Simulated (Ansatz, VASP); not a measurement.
# Bi: VASP beside Ansatz

```
Bi
1.0
     0.00000    3.22405    3.22405
     3.22405    0.00000    3.22405
     3.22405    3.22405    0.00000
Bi
2
Direct
  0.87500 0.87500 0.87500
  0.12500 0.12500 0.12500
```

Alike in both runs: functional LDA; k mesh 10 × 10 × 10; occupations fermi-dirac, width 0.08 eV; no spin polarisation.

Ansatz relaxed the structure, and its values are those at the end. VASP's run is a single point on that final structure, the one shown.

|  | VASP | Ansatz |
| --- | --- | --- |
| version | VASP 6.6.1 | Ansatz 0.2.0 |
| potentials or method | VASP PAW LDA potentials, release 64 (Bi_d), cutoff 520 eV | all-electron LAPW, scalar-relativistic |

```tsv
	VASP	Ansatz	Ansatz less VASP
pressure (GPa)	19.2	19.0	-0.16
```

Ansatz ran all-electron here, so the differences hold the error of VASP's frozen core and of both bases.

Caveats: so large a pressure means that the cell lies far from this level's equilibrium, or that cutoff or potentials fall short (VASP).
